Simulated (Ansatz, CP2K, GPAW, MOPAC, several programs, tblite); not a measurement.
# NaH (zincblende) from semi-empirical methods to plane-wave DFT

Zincblende NaH, relaxed with r2SCAN in Ansatz, was computed with several methods. Space group F-43m (No. 216), cubic; conventional cell a = 5.194 Å, 17.51 Å³ an atom. Na is surrounded by 4 H at 2.25 Å; H is surrounded by 4 Na at 2.25 Å. The calculation is spin-unpolarised, and the structure need not be a phase that has been made.

```cif
data_structure
_symmetry_space_group_name_H-M 'F-43m'
_symmetry_Int_Tables_number 216
_cell_length_a 5.1938
_cell_length_b 5.1938
_cell_length_c 5.1938
_cell_angle_alpha 90.000
_cell_angle_beta 90.000
_cell_angle_gamma 90.000
_cell_volume 140.11
loop_
_atom_site_label
_atom_site_type_symbol
_atom_site_symmetry_multiplicity
_atom_site_Wyckoff_symbol
_atom_site_fract_x
_atom_site_fract_y
_atom_site_fract_z
_atom_site_occupancy
Na1 Na 4 a 0.00000 0.00000 0.00000 1
H1 H 4 d 0.25000 0.25000 0.75000 1
```

Gaps and times are for a single point on this cell; volume and bulk modulus come from each method's own relaxation or energy curve at fixed shape. Times are rough, from shared hosts (Arm Neoverse V1), and each method has its own mesh and cell size. PM6 (MOPAC): levels, charges or heat of formation failed a check of plausibility, so no values are given. A star marks a curve whose lowest point is an end point. PM6 (MOPAC), PM7 (MOPAC), GFN1-xTB (tblite), GFN2-xTB (tblite) treat a cluster of cells at its zone centre, which samples few k points: where these miss a band edge, the gap comes out too large for that reason alone. Gaps from k meshes are read at a limited set of points (mesh, symmetry points, PBE's band edges), so each method's own least gap may be somewhat smaller. xTB and the PM methods were fitted mostly to molecules, and can miss a solid's gap by electronvolts. Minimal bases can be far off for gaps. GLLB-SC's gap includes the derivative discontinuity. d marks a direct gap, i an indirect one (no mark: not told apart), a dash a value that wasn't computed or didn't pass its checks.

```json
{"method": "light PBE (260 eV and a coarse mesh)", "kind": "light plane-wave", "gap (eV)": "3.60 i", "own volume (Å³/atom)": "–", "bulk modulus (GPa)": "–", "atoms computed": "2", "processor time": "0.54 s"}
{"method": "PM7 (MOPAC)", "kind": "semi-empirical", "gap (eV)": "12.34", "own volume (Å³/atom)": "–", "bulk modulus (GPa)": "–", "atoms computed": "64", "processor time": "0.78 s"}
{"method": "PM6 (MOPAC)", "kind": "semi-empirical", "gap (eV)": "–", "own volume (Å³/atom)": "–", "bulk modulus (GPa)": "–", "atoms computed": "64", "processor time": "1 s"}
{"method": "PBE", "kind": "semilocal", "gap (eV)": "3.61 i", "own volume (Å³/atom)": "17.77", "bulk modulus (GPa)": "17", "atoms computed": "2", "processor time": "1.7 s"}
{"method": "GFN1-xTB (tblite)", "kind": "tight binding", "gap (eV)": "7.91", "own volume (Å³/atom)": "15.65*", "bulk modulus (GPa)": "18*", "atoms computed": "64", "processor time": "2.5 s"}
{"method": "r2SCAN", "kind": "semilocal", "gap (eV)": "4.05 i", "own volume (Å³/atom)": "17.51", "bulk modulus (GPa)": "18", "atoms computed": "2", "processor time": "3.7 s"}
{"method": "GLLB-SC (GPAW)", "kind": "model potential", "gap (eV)": "7.92", "own volume (Å³/atom)": "–", "bulk modulus (GPa)": "–", "atoms computed": "2", "processor time": "5 s"}
{"method": "GFN2-xTB (tblite)", "kind": "tight binding", "gap (eV)": "8.86", "own volume (Å³/atom)": "–", "bulk modulus (GPa)": "–", "atoms computed": "64", "processor time": "5 s"}
{"method": "PBE/SZV (CP2K)", "kind": "small basis", "gap (eV)": "3.44 i", "own volume (Å³/atom)": "–", "bulk modulus (GPa)": "–", "atoms computed": "2", "processor time": "9.4 s"}
{"method": "PBE/DZVP (CP2K)", "kind": "small basis", "gap (eV)": "3.27 i", "own volume (Å³/atom)": "–", "bulk modulus (GPa)": "–", "atoms computed": "2", "processor time": "11 s"}
{"method": "PBE/single zeta (GPAW)", "kind": "small basis", "gap (eV)": "3.64 i", "own volume (Å³/atom)": "–", "bulk modulus (GPa)": "–", "atoms computed": "2", "processor time": "26 s"}
```

Against r2SCAN (4.05 eV) and with closed or daggered gaps left aside, the nearest gap at the points sampled is that of PBE/single zeta (GPAW) (-0.41 eV) and the farthest that of PM7 (MOPAC) (+8.29 eV). r2SCAN is only a yardstick of convenience: semilocal gaps usually lie below measured ones, which GLLB-SC and hybrids aim to mend.

Volumes against r2SCAN's: PBE +1.5 %.
